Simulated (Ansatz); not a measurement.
## CaO, space group I4/mmm: densities of the highest filled and lowest empty bands, step by step

Program: Ansatz's Python interface.

The cells in order, each with its output:

In [1]:
```python
from dataclasses import dataclass
import itertools

import ansatz as az
import numpy as np
```

In [2]:
```python
@dataclass(frozen=True)
class Options:
    mesh: tuple[int, ...] = (7, 7, 7)
    filling: str = "fixed"
```

In [3]:
```python
settings = Options()
```

In [4]:
```python
xtal = (
    az.Lattice.from_parameters(3.335268, 3.335268, 17.026984, alpha=90, beta=90, gamma=90)
    .space_group(139, hermann_mauguin="I4/mmm")
    .atom("Ca", (0.0, 0.0, 0.320403))
    .atom("O", (0.0, 0.0, 0.181814))
    .primitive()
)

xtal.resolved().tree()["lattice"]
```
Out [4]:
```text
((-1.6676339999999996, 1.6676340000000005, 8.513492),
 (1.6676340000000005, -1.6676339999999996, 8.513492),
 (1.6676339999999996, 1.6676339999999996, -8.513492))
```

In [5]:
```python
job = (
    xtal.calculation()
    .basis(23 * az.Ha)
    .functional(az.Functional.R2SCAN)
    .kpoints(mesh=settings.mesh)
    .occupations(settings.filling)
    .band_densities([("v1", "v1"), ("c1", "c1")])
)
result = job.run()
summary = result.report
```

In [6]:
```python
sorted(key for key in summary if key.endswith("_ev"))
```
Out [6]:
```text
['band_edges_ev', 'eigenvalues_ev', 'energy_sigma0_ev', 'entropy_ts_ev', 'fermi_energy_ev',
 'free_energy_ev', 'gap_by_band_count_ev', 'harris_foulkes_ev', 'internal_energy_ev',
 'lagrangian_ev', 'lagrangian_sigma0_ev', 'loop_eigenvalues_ev', 'loop_fermi_energy_ev',
 'occupations_fermi_energy_ev', 'residual_norms_ev']
```

In [7]:
```python
# share of each window within a sphere about each atom, summed on the grid
cell = np.asarray(result.lattice.cell_ang)
for names, window in zip([("v1", "v1"), ("c1", "c1")], result.band_densities().windows):
    density = window.outcome.density
    rho = density.channels[0].density_e_per_ang3
    axes = density.fft_grid_basis @ cell
    points = np.stack(np.meshgrid(*(np.arange(n) / n for n in rho.shape), indexing="ij"), axis=-1)
    print("bands", names, "electrons", np.round(window.outcome.n_electrons, 3), "peak", round(float(rho.max()), 3), "e/A^3")
    for index, site in enumerate(result.lattice.sites):
        offset = points - np.asarray(site.position_ang) @ np.linalg.inv(axes)
        offset -= np.round(offset)
        distance = np.min([np.linalg.norm((offset + image) @ axes, axis=-1) for image in itertools.product((-1, 0, 1), repeat=3)], axis=0)
        print(f"   {index} {site.symbol:2s} {100 * rho[distance < 1.2].sum() / rho.sum():5.1f} % within 1.2 A")
```
```text
bands ('v1', 'v1') electrons [2.] peak 0.902 e/A^3
   0 Ca   3.1 % within 1.2 A
   1 Ca   3.1 % within 1.2 A
   2 O   41.5 % within 1.2 A
   3 O   41.5 % within 1.2 A
bands ('c1', 'c1') electrons [2.] peak 0.189 e/A^3
   0 Ca   6.8 % within 1.2 A
   1 Ca   6.8 % within 1.2 A
   2 O    3.3 % within 1.2 A
   3 O    3.3 % within 1.2 A
```

Notes:
- Along an axis with an odd division the mesh misses the point at one half; a gap read on a finite mesh is an upper bound on this functional's gap.
- Semilocal gaps usually lie well under measured ones.
- With fixed filling the reported Fermi level is the top filled level among the k-points of the SCF.
- This cell is a computed structure, which may not be the phase found in nature.
- Gaps and levels are Kohn-Sham values on a finite set of k-points.
- The windows are summed over all k-points with every state counted as full, the empty ones too; where a window cuts a degenerate level its bands share the weight. Values near the nuclei depend on the potentials. Spheres that overlap count density twice, so shares are no populations.
- Wall time of the script: 15 s on 1 thread of Arm Neoverse V2, with other jobs on the host, peak memory 0.65 GiB.

(Lines on the test bed's own set-up are left out of the output.)
